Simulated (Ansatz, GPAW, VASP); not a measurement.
# One calculation of Al, 3 ways

```xyz
1
Lattice="0.0000 2.0248 2.0248 2.0248 0.0000 2.0248 2.0248 2.0248 0.0000" Properties=species:S:1:pos:R:3 pbc="T T T"
Al    0.0000    0.0000    0.0000
```

Alike in all runs: task single point; functional PBE; k mesh 11 × 11 × 11; occupations gaussian, width 0.012 eV; no spin polarisation; no spin-orbit coupling. Pressure is positive in compression and, in plane waves, holds the error of the finite cutoff.

```tsv
program and potentials	plane-wave cutoff (eV)	notes	pressure (GPa)
VASP, PBE PAW files Al, 520 eV	520	-	?
Ansatz, all-electron LAPW, scalar-relativistic	-	-	-0.52
GPAW, GPAW PAW data sets (gpaw-data 1.2.1)	600	-	-0.39
```

Estimate from the other rows what the run with VASP, PBE PAW files Al, 520 eV gave.

Pressure -0.56 GPa. The other rows, which needn't bracket it: pressure -0.52 to -0.39.
